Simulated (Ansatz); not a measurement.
# Ir (P6_3/mmc) in Ansatz: reference runs

How does Ir come out in PBEsol? The cell is run as given and disturbed.

Program: Ansatz 0.2.0. These are calculated values, not measurements. Logs are shortened: lines on timing, memory, paths and dates and some standing lists are left out, and cuts for length are marked.

## (1) Starting point

The structure is hexagonal, space group P6_3/mmc (No. 194). Conventional cell: a = 2.751 Å, b = 2.751 Å, c = 4.462 Å, α = 90.00°, β = 90.00°, γ = 120.00°. Around Ir (site symmetry -6m2) lie 12 Ir at 2.74 to 2.75 Å.

This isn't the form of Ir at room conditions, which is fcc.

## (2) Single point, PBEsol

input.yaml reads:

```yaml
crystal:
  lattice:
    - [2.7513778946, 0.0, 0.0]
    - [-1.3756889473, 2.3827631521, 0.0]
    - [0.0, 0.0, 4.46229]
  atoms:
    - { symbol: Ir, position: [0.3333333333, 0.6666666667, 0.25] }
    - { symbol: Ir, position: [0.6666666667, 0.3333333333, 0.75] }
kpoints:
  mp_grid: { grid: [11, 11, 6] }
scf:
  occupations: { method: fermi_dirac, width: 0.05 }
hamiltonian:
  xc: pbesol
  pseudopotentials: { kind: all_electron, lapw: { basis_error: 0.001 } }
output:
  forces: true
  stress: true
  eigenvalues: true
  populations: true
```

Potentials or basis: all-electron LAPW, scalar-relativistic.

Run with:

```sh
> ansatz run input.yaml --threads 1 --pin off --max-ram 3072MiB --backend cpu --events-out ev --progress --plain --runs-dir out
```

Log:

```text
Warning: RAYON_NUM_THREADS=1 ignored (pool sized by the plan → 1); use --threads N
Ir: projections on atomic orbitals take those of the free atom 1s2 2s2 2p6 3s2 3p6 3d10 4s2 4p6 4d10 4f14 5s2 5p6 5d7 6s2, of charge +0.00 (hamiltonian.pseudopotentials.projection_atoms)
LAPW: plane waves up to 8.523 Å⁻¹, error target 1.0e-3 eV per atom; small_component_spin mean_spin; Ir in spheres of 1.369 Å, 41 of its electrons in bands, Dirac shells [] (how accurate: hamiltonian.pseudopotentials.lapw.basis_error, Limitations)
Engine: ansatz 0.2.0, aarch64-unknown-linux-gnu
Pseudopotentials: kind: all_electron
Pseudopotential: Ir, LAPW, valence charge 41, lapw/all_electron/scalar/gaussian/Ir, Koelling and Harmon's equation, gaussian nucleus
Functional definition: PBEsol
  exchange = pbesol_x
  correlation = pbesol_c
Crystal: 2 atoms, lattice volume = 29.254 Å³
Basis set: ecut = 276.79329501461854 eV, 313 PW (Γ), exchange–correlation at level 2
Bands: 50, of which v1, the nominal top of the filled ones, is band 41 counted from 1 (40 counted from 0)
Symmetry: 24 space group operations
Space group: P63/mmc (ITA 194), of the structure as read, at distance tolerance 3.1e-5 Å
k-points: 64 of 726
Non-local potential: Ir, projectors of the file, none
Initial density: superposition of atomic densities (chi_scale 0.1, normalization cell)
Initial wavefunctions: plane waves of lowest kinetic energy (no species holds an atomic orbital)
Functional: x = pbesol(κ = 0.804, μ = 0.12345679012345678), c = pbesol(β = 0.046)
iter 1 solved again at ethr=5.45e-5 eV; its pass at ethr=1.00e-1 eV (dr2=4.47e-2 eV) is discarded
SCF iter   1: F=—  HF=-969779.407038 eV  |F-HF|=—  |Δ(HF+E_count)|=         —  Δρ=1.94e-2  dr2=4.50e-2  ethr=5.45e-5  ⟨swp⟩=3.1  Hψ=20525  notcnv=0
preconditioner: auto → Kerker (q_TF=auto, 3.240 Å⁻¹)  [metal: Δε(μ)=0.002 eV  Ē_g=13.721 eV  σ=0.050 eV  W_gap=0.01  n_scr=22 (ndim 8)  ℏωp=29.1 eV  f_vac=0.000  D(μ)=3.00/eV (n_scr^D=36)]
SCF iter   2: F=—  HF=-969779.246330 eV  |F-HF|=—  |Δ(HF+E_count)|=   1.61e-1  Δρ=7.72e-3  dr2=9.84e-3  ethr=5.45e-5  ⟨swp⟩=2.1  Hψ=9856  notcnv=0
SCF iter   3: F=—  HF=-969779.239311 eV  |F-HF|=—  |Δ(HF+E_count)|=   7.02e-3  Δρ=5.77e-3  dr2=5.96e-3  ethr=1.20e-5  ⟨swp⟩=2.0  Hψ=9331  notcnv=0
SCF iter   4: F=—  HF=-969779.239225 eV  |F-HF|=—  |Δ(HF+E_count)|=   8.57e-5  Δρ=3.51e-3  dr2=2.54e-3  ethr=7.27e-6  ⟨swp⟩=2.0  Hψ=9331  notcnv=0
SCF iter   5: F=—  HF=-969779.238961 eV  |F-HF|=—  |Δ(HF+E_count)|=   2.65e-4  Δρ=1.27e-3  dr2=4.22e-4  ethr=3.10e-6  ⟨swp⟩=2.0  Hψ=9331  notcnv=0
iter 6 solved again at ethr=1.60e-8 eV; its pass at ethr=5.14e-7 eV (dr2=1.31e-5 eV) is discarded
SCF iter   6: F=—  HF=-969779.238939 eV  |F-HF|=—  |Δ(HF+E_count)|=   2.15e-5  Δρ=2.13e-4  dr2=1.31e-5  ethr=1.60e-8  ⟨swp⟩=2.0  Hψ=15846  notcnv=0
SCF iter   7: F=—  HF=-969779.238937 eV  |F-HF|=—  |Δ(HF+E_count)|=   1.60e-6  Δρ=4.89e-5  dr2=6.71e-7  ethr=1.59e-8  ⟨swp⟩=2.0  Hψ=9331  notcnv=0
SCF iter   8: F=-969779.238937 eV  HF=-969779.238937 eV  |F-HF|=4.82e-8  |Δ(HF+E_count)|=   6.68e-8  Δρ=1.63e-5  dr2=8.92e-8  ethr=8.19e-10  ⟨swp⟩=2.0  Hψ=9331  notcnv=0
SCF 1 converged in 8 iterations: F = -969779.238937 eV  dr2 = 8.92e-8
SCF converged after 8 iterations
Free energy (F): -969779.238937 eV
Harris-Foulkes:  -969779.238937 eV  (|F-HF|=4.82e-8)
Internal energy: -969779.213681 eV  (E = F + TS)
E sigma→0 (E₀):  -969779.226309 eV
Entropy (-TS):   -0.025256 eV (-12.628 meV/atom)
Fermi energy:    30.662223 eV
--- Per-component energies (eV) ---
  E_band       = -5836.117457
  E_kinetic    = 1097235.726564
  E_xc         = -18674.311202
  E_electrostatic = -2048340.629044  (all electrons and nuclei)
  E_smearing   = -0.025256  (= −TS)
  E_closure    = 0.000000  (closes the sum)
  E_atoms      = -969759.074522  (free atoms, spherical and without spin; not in F)
  Σ components = -969779.238937   (vs F -969779.238937, Δ=0.00e0)
  Basis errors (estimates in eV, not in F): energy 2.1e-4 per atom: plane waves 2.0e-4 (1.0e-4 summed), levels above the bands 8.1e-132, relativity 5.8e-8, radial functions 1.3e-5, core shells 3.1e-7; eigenvalues (radial functions only) 2.3e-6; not estimated: angular momenta, meshes, grids; target (lapw.basis_error) 1.0e-3; muffin-tin radii Ir 1.369 Å
--- Forces (eV/Å), atoms counted from 1 ---
  atom   1  Ir     0.00000000     0.00000000     0.00000000
  atom   2  Ir     0.00000000    -0.00000000     0.00000000
  max |Σ_I F_I| component: 2.78e-17 eV/Å
--- Stress (GPa, compression-positive) ---
      -12.197332      -0.000000       0.000000
        0.000000     -12.197332       0.000000
        0.000000       0.000000     -12.745916
  P = ⅓ Tr σ = -12.3802 GPa (-123.802 kbar)
--- Band table (eV; the first three rows and the last of 64) ---
  k-point 0: bands = ["-254.6989", "-254.6989", "-254.6891", "-254.6891", "-254.6891", "-254.6891", "-254.6859", "-254.6859", "-254.6859", "-254.6859", "-62.2269", "-62.1687", "-26.5795", "-26.5750", "-26.5730", "-26.5730", "-26.5682", "-26.5682", "-26.5666", "-26.5662", "-26.5649", "-26.5649", "-26.5645", "-26.5645", "-26.5583", "-26.5579", "-19.4291", "-18.8039", "-18.8039", "-18.7143", "-18.7002", "-18.7002", "19.7380", "22.7951", "26.9020", "27.0044", "27.0044", "27.6327", "27.6327", "28.3978", "28.3978", "29.8754", "30.9392", "30.9392", "37.4247", "44.3696", "46.3260", "47.3670", "51.3878", "51.3878"]
  k-point 1: bands = ["-254.6989", "-254.6989", "-254.6891", "-254.6891", "-254.6891", "-254.6891", "-254.6859", "-254.6859", "-254.6859", "-254.6859", "-62.2230", "-62.1726", "-26.5792", "-26.5753", "-26.5729", "-26.5729", "-26.5690", "-26.5690", "-26.5665", "-26.5662", "-26.5646", "-26.5646", "-26.5641", "-26.5641", "-26.5582", "-26.5579", "-19.3829", "-18.7970", "-18.7970", "-18.7640", "-18.7072", "-18.7072", "20.0397", "22.7998", "26.7656", "26.8878", "26.8878", "27.4829", "27.4829", "28.7466", "28.7466", "28.8478", "30.9226", "30.9226", "38.9147", "43.8668", "46.5912", "47.3882", "50.0045", "50.0045"]
  k-point 2: bands = ["-254.6989", "-254.6989", "-254.6891", "-254.6891", "-254.6891", "-254.6891", "-254.6859", "-254.6859", "-254.6859", "-254.6859", "-62.2124", "-62.1833", "-26.5785", "-26.5762", "-26.5725", "-26.5725", "-26.5704", "-26.5704", "-26.5664", "-26.5662", "-26.5640", "-26.5640", "-26.5635", "-26.5635", "-26.5582", "-26.5580", "-19.2555", "-18.8983", "-18.7781", "-18.7781", "-18.7263", "-18.7263", "20.8706", "22.6430", "26.4770", "26.7891", "26.7891", "27.1627", "27.1627", "27.2222", "29.4780", "29.4780", "30.7348", "30.7348", "41.9779", "43.5726", "45.3638", "48.2211", "49.3743", "49.3743"]
  k-point 63: bands = ["-254.6989", "-254.6989", "-254.6891", "-254.6891", "-254.6891", "-254.6891", "-254.6859", "-254.6859", "-254.6859", "-254.6859", "-62.1575", "-62.1575", "-26.5752", "-26.5752", "-26.5732", "-26.5732", "-26.5727", "-26.5727", "-26.5658", "-26.5658", "-26.5637", "-26.5637", "-26.5631", "-26.5631", "-26.5613", "-26.5613", "-19.2844", "-19.2844", "-19.0972", "-19.0972", "-18.8440", "-18.8440", "24.4287", "24.4287", "25.5430", "25.5430", "26.6651", "26.6651", "28.4624", "28.4624", "31.0330", "31.0330", "36.8842", "36.8842", "38.2799", "38.2799", "40.9532", "40.9532", "48.4376", "48.4376"]
--- Löwdin populations: 2 sites ---
  site symbol       q [e]
     0     Ir     76.7963
     1     Ir     76.7963
  spilling = 0.002645 (of n_electrons = 154.000000)
```

Wall time 27 s (1 thread of Arm Neoverse V2, shared host); peak memory 0.42 GiB.

Results:

* Free energy: -969779.2389 eV
* Pressure: -12.4 GPa
* Band gap on the k mesh: none (metal or under the smearing width)

Levels at points of the mesh, in eV from the Fermi level:
| k point | band 38 | band 39 | band 40 | band 41 | band 42 | band 43 | band 44 | band 45 |
| --- | --- | --- | --- | --- | --- | --- | --- | --- |
| (0.00, 0.00, 0.00) | -3.03 | -3.03 | -2.26 | -2.26 | -0.79 | 0.28 | 0.28 | 6.76 |
| (0.00, 0.00, -0.50) | -3.78 | -3.78 | -3.78 | -0.44 | -0.44 | -0.44 | -0.44 | 13.12 |

The run has no spin-orbit coupling, so splittings on Ir are missing.

## (3) Single point, PBEsol (atoms moved at random, drawn with an rms of 0.05 Å)

input.yaml, as its differences from that of step 2:

```diff
@@ -6,4 +6,4 @@
   atoms:
-    - { symbol: Ir, position: [0.3333333333, 0.6666666667, 0.25] }
-    - { symbol: Ir, position: [0.6666666667, 0.3333333333, 0.75] }
+    - { symbol: Ir, position: [0.344451, 0.661321, 0.257131] }
+    - { symbol: Ir, position: [0.649033, 0.34504, 0.746499] }
 kpoints:
```

Potentials or basis: all-electron LAPW, scalar-relativistic.

Run with:

```sh
> ansatz run input.yaml --threads 1 --pin off --max-ram 3072MiB --backend cpu --events-out ev --progress --plain --runs-dir out
```

Log:

```text
Warning: RAYON_NUM_THREADS=1 ignored (pool sized by the plan → 1); use --threads N
Ir: projections on atomic orbitals take those of the free atom 1s2 2s2 2p6 3s2 3p6 3d10 4s2 4p6 4d10 4f14 5s2 5p6 5d7 6s2, of charge +0.00 (hamiltonian.pseudopotentials.projection_atoms)
LAPW: plane waves up to 8.926 Å⁻¹, error target 1.0e-3 eV per atom; small_component_spin mean_spin; Ir in spheres of 1.319 Å, 41 of its electrons in bands, Dirac shells [] (how accurate: hamiltonian.pseudopotentials.lapw.basis_error, Limitations)
[... 6 set-up lines as earlier in the session ...]
Crystal: 2 atoms, lattice volume = 29.254 Å³
Basis set: ecut = 303.57317277499044 eV, 337 PW (Γ), exchange–correlation at level 2
Bands: 50, of which v1, the nominal top of the filled ones, is band 41 counted from 1 (40 counted from 0)
Symmetry: 2 space group operations
Space group: P-1 (ITA 2), of the structure as read, at distance tolerance 3.1e-5 Å
k-points: 364 of 726
[... 4 set-up lines as earlier in the session ...]
iter 1 solved again at ethr=1.04e-4 eV; its pass at ethr=1.00e-1 eV (dr2=8.51e-2 eV) is discarded
SCF iter   1: F=—  HF=-969779.366981 eV  |F-HF|=—  |Δ(HF+E_count)|=         —  Δρ=2.40e-2  dr2=8.54e-2  ethr=1.04e-4  ⟨swp⟩=3.0  Hψ=115367  notcnv=0
preconditioner: auto → Kerker (q_TF=auto, 3.240 Å⁻¹)  [metal: Δε(μ)=0.001 eV  Ē_g=13.726 eV  σ=0.050 eV  W_gap=0.00  n_scr=22 (ndim 8)  ℏωp=29.1 eV  f_vac=0.000  D(μ)=2.73/eV (n_scr^D=34)]
SCF iter   2: F=—  HF=-969779.206011 eV  |F-HF|=—  |Δ(HF+E_count)|=   1.61e-1  Δρ=9.75e-3  dr2=2.02e-2  ethr=1.04e-4  ⟨swp⟩=2.0  Hψ=55330  notcnv=0
SCF iter   3: F=—  HF=-969779.199574 eV  |F-HF|=—  |Δ(HF+E_count)|=         —  Δρ=7.19e-3  dr2=1.18e-2  ethr=2.46e-5  ⟨swp⟩=2.0  Hψ=52307  notcnv=0
the basis was enlarged: its passes take 92.3 KiB over the memory plan, 1 of 1 planned eigensolver slots
SCF iter   4: F=—  HF=-969779.198602 eV  |F-HF|=—  |Δ(HF+E_count)|=   9.73e-4  Δρ=3.47e-3  dr2=3.52e-3  ethr=1.44e-5  ⟨swp⟩=2.0  Hψ=52307  notcnv=0
iter 5 solved again at ethr=3.79e-7 eV; its pass at ethr=4.29e-6 eV (dr2=3.10e-4 eV) is discarded
SCF iter   5: F=—  HF=-969779.198521 eV  |F-HF|=—  |Δ(HF+E_count)|=   8.13e-5  Δρ=9.84e-4  dr2=3.10e-4  ethr=3.79e-7  ⟨swp⟩=2.0  Hψ=89327  notcnv=0
SCF iter   6: F=—  HF=-969779.198523 eV  |F-HF|=—  |Δ(HF+E_count)|=   2.81e-6  Δρ=2.34e-4  dr2=1.14e-5  ethr=3.78e-7  ⟨swp⟩=2.0  Hψ=52308  notcnv=0
SCF iter   7: F=—  HF=-969779.198523 eV  |F-HF|=—  |Δ(HF+E_count)|=   7.49e-7  Δρ=6.06e-5  dr2=1.19e-6  ethr=1.38e-8  ⟨swp⟩=2.0  Hψ=52308  notcnv=0
SCF iter   8: F=—  HF=-969779.198522 eV  |F-HF|=—  |Δ(HF+E_count)|=   3.14e-7  Δρ=2.16e-5  dr2=1.43e-7  ethr=1.45e-9  ⟨swp⟩=2.0  Hψ=52308  notcnv=0
SCF iter   9: F=-969779.198522 eV  HF=-969779.198522 eV  |F-HF|=4.54e-9  |Δ(HF+E_count)|=   4.97e-8  Δρ=6.82e-6  dr2=1.15e-8  ethr=1.75e-10  ⟨swp⟩=2.0  Hψ=52308  notcnv=0
SCF 1 converged in 9 iterations: F = -969779.198522 eV  dr2 = 1.15e-8
SCF converged after 9 iterations
Free energy (F): -969779.198522 eV
Harris-Foulkes:  -969779.198522 eV  (|F-HF|=4.54e-9)
Internal energy: -969779.174427 eV  (E = F + TS)
E sigma→0 (E₀):  -969779.186475 eV
Entropy (-TS):   -0.024095 eV (-12.048 meV/atom)
Fermi energy:    30.673180 eV
--- Per-component energies (eV) ---
  E_band       = -5836.013604
  E_kinetic    = 1097236.195086
  E_xc         = -18674.380588
  E_electrostatic = -2048340.988925  (all electrons and nuclei)
  E_smearing   = -0.024095  (= −TS)
  E_closure    = 0.000000  (closes the sum)
  E_atoms      = -969759.074522  (free atoms, spherical and without spin; not in F)
  Σ components = -969779.198522   (vs F -969779.198522, Δ=0.00e0)
  Basis errors (estimates in eV, not in F): energy 2.5e-4 per atom: plane waves 2.3e-4 (1.2e-4 summed), levels above the bands 5.4e-133, relativity 6.8e-8, radial functions 2.0e-5, core shells 9.6e-7; eigenvalues (radial functions only) 4.7e-6; not estimated: angular momenta, meshes, grids; target (lapw.basis_error) 1.0e-3; muffin-tin radii Ir 1.319 Å
--- Forces (eV/Å), atoms counted from 1 ---
  atom   1  Ir    -0.48174155     0.19888521    -0.53375190
  atom   2  Ir     0.48174155    -0.19888521     0.53375190
  max |Σ_I F_I| component: 0.00e0 eV/Å
--- Stress (GPa, compression-positive) ---
      -11.305686      -0.612930       1.153029
       -0.612930     -11.962919      -0.516385
        1.153029      -0.516385     -11.120889
  P = ⅓ Tr σ = -11.4632 GPa (-114.632 kbar)
--- Band table (eV; the first three rows and the last of 364) ---
  k-point 0: bands = ["-254.6983", "-254.6983", "-254.6945", "-254.6945", "-254.6825", "-254.6825", "-254.6786", "-254.6786", "-254.6777", "-254.6777", "-62.2266", "-62.1661", "-26.5818", "-26.5797", "-26.5766", "-26.5728", "-26.5641", "-26.5618", "-26.5612", "-26.5608", "-26.5602", "-26.5597", "-26.5578", "-26.5577", "-26.5527", "-26.5523", "-19.4425", "-18.8285", "-18.7744", "-18.7115", "-18.6994", "-18.6955", "19.7379", "22.7917", "26.8030", "26.9471", "27.0672", "27.5175", "27.7524", "28.1422", "28.7531", "29.8898", "30.5829", "31.2683", "37.4160", "44.3444", "46.3600", "47.2757", "51.0147", "51.6582"]
  k-point 1: bands = ["-254.6983", "-254.6983", "-254.6945", "-254.6945", "-254.6825", "-254.6825", "-254.6786", "-254.6786", "-254.6777", "-254.6777", "-62.2227", "-62.1700", "-26.5815", "-26.5794", "-26.5769", "-26.5733", "-26.5646", "-26.5626", "-26.5609", "-26.5603", "-26.5599", "-26.5595", "-26.5579", "-26.5574", "-26.5526", "-26.5523", "-19.3964", "-18.8226", "-18.7700", "-18.7582", "-18.7046", "-18.7038", "20.0393", "22.7956", "26.6759", "26.8496", "26.9386", "27.3691", "27.6225", "28.4601", "28.8804", "29.0732", "30.6479", "31.1637", "38.8964", "43.9072", "46.5227", "47.3508", "49.7869", "50.3837"]
  k-point 2: bands = ["-254.6983", "-254.6983", "-254.6945", "-254.6945", "-254.6825", "-254.6825", "-254.6786", "-254.6786", "-254.6777", "-254.6777", "-62.2124", "-62.1804", "-26.5808", "-26.5789", "-26.5773", "-26.5745", "-26.5652", "-26.5638", "-26.5604", "-26.5600", "-26.5596", "-26.5589", "-26.5578", "-26.5570", "-26.5526", "-26.5524", "-19.2707", "-18.8993", "-18.7928", "-18.7565", "-18.7265", "-18.7171", "20.8682", "22.6401", "26.4008", "26.7921", "26.8041", "27.0649", "27.2057", "27.3212", "29.2404", "29.7283", "30.6536", "30.7880", "41.9005", "43.6727", "45.3456", "48.1572", "49.4308", "49.5209"]
  k-point 363: bands = ["-254.6983", "-254.6983", "-254.6945", "-254.6945", "-254.6825", "-254.6825", "-254.6786", "-254.6786", "-254.6777", "-254.6777", "-62.1751", "-62.1492", "-26.5803", "-26.5795", "-26.5763", "-26.5754", "-26.5659", "-26.5638", "-26.5615", "-26.5604", "-26.5586", "-26.5582", "-26.5575", "-26.5561", "-26.5556", "-26.5549", "-19.3110", "-19.2188", "-19.0978", "-18.9639", "-18.8541", "-18.8097", "23.1975", "23.8656", "24.6007", "25.9290", "26.7939", "27.7776", "28.3299", "30.3491", "30.9711", "31.2286", "32.2870", "36.1375", "37.6503", "40.9383", "41.7990", "44.1411", "45.6685", "48.4113"]
--- Löwdin populations: 2 sites ---
  site symbol       q [e]
     0     Ir     76.7968
     1     Ir     76.7968
  spilling = 0.002639 (of n_electrons = 154.000000)
```

populations.tsv:

```text
# site	symbol	l	j	q
# orbitals = lowdin
# n_electrons = 154.000000
# spilling = 0.002639
# projection_atom_Ir: 1s2 2s2 2p6 3s2 3p6 3d10 4s2 4p6 4d10 4f14 5s2 5p6 5d7 6s2
0	Ir	0_1S	-	2.000000
0	Ir	0_2S	-	1.999991
0	Ir	0_3S	-	1.999896
0	Ir	0_4S	-	1.998935
0	Ir	0_5S	-	1.984159
0	Ir	0_6S	-	0.986114
0	Ir	1_2P	-	6.000000
0	Ir	1_3P	-	5.999999
0	Ir	1_4P	-	5.999974
0	Ir	1_5P	-	5.997517
0	Ir	2_3D	-	10.000000
0	Ir	2_4D	-	9.999985
0	Ir	2_5D	-	7.830227
0	Ir	3_4F	-	13.999973
1	Ir	0_1S	-	2.000000
1	Ir	0_2S	-	1.999991
1	Ir	0_3S	-	1.999896
1	Ir	0_4S	-	1.998935
1	Ir	0_5S	-	1.984159
1	Ir	0_6S	-	0.986114
1	Ir	1_2P	-	6.000000
1	Ir	1_3P	-	5.999999
1	Ir	1_4P	-	5.999974
1	Ir	1_5P	-	5.997517
1	Ir	2_3D	-	10.000000
1	Ir	2_4D	-	9.999985
1	Ir	2_5D	-	7.830227
1	Ir	3_4F	-	13.999973
```

Run time: 2.6 min. Hardware: 1 thread of Arm Neoverse V2, shared host; peak memory 1.4 GiB.

Results:

| Item | Value |
| --- | --- |
| Free energy | -969779.1985 eV |
| Pressure | -11.5 GPa |
| Largest force | 0.746 eV/Å |
| Band gap on the k mesh | none (metal or under the smearing width) |

Forces in eV/Å, atoms in the order of the input:
```
Ir  -0.482  0.199 -0.534
Ir   0.482 -0.199  0.534
```

Levels at points of the mesh, in eV from the Fermi level:
```tsv
k point	band 38	band 39	band 40	band 41	band 42	band 43	band 44	band 45
(0.00, 0.00, 0.00)	-3.16	-2.92	-2.53	-1.92	-0.78	-0.09	0.60	6.74
(0.00, 0.00, -0.50)	-3.83	-3.73	-3.68	-0.71	-0.45	-0.41	-0.26	12.78
```

Spin-orbit coupling is left out, which matters for the levels of Ir.
